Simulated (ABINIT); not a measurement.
HfO2:

```xyz
3
Lattice="0.0000 2.5575 2.5575 2.5575 0.0000 2.5575 2.5575 2.5575 0.0000" Properties=species:S:1:pos:R:3 pbc="T T T"
Hf    0.0000    0.0000    0.0000
O     3.8363    3.8363    3.8363
O     1.2788    1.2788    1.2788
```

Measurements of this composition are mostly on another form, of space group No. 14.

Base run:

* Program: ABINIT 10.8.3 (patched build)
* Functional: PBEsol
* Potentials or basis: JTH PAW PBE v2.0
* Cutoff: 626 eV
* k mesh: 12 × 12 × 12
* Occupations: fermi-dirac, width 0.05 eV
* Spin: no spin polarisation

Its results: band gap on the k mesh 3.60 eV, direct; pressure -13.1 GPa.

The run is repeated on the same cell with these changes: k mesh from 12 × 12 × 12 to 5 × 5 × 5. What comes out?

Band gap on the k mesh 3.92 eV, indirect (least direct gap 4.23 eV); pressure -13.1 GPa.

Caveats: some runs use coarse meshes; the PAW data sets were made with another functional, which shifts forces and pressure a little; spin-orbit coupling is left out, which moves the levels of the heavy elements; an odd mesh through Γ misses points on the zone boundary, where band edges often lie (some runs).
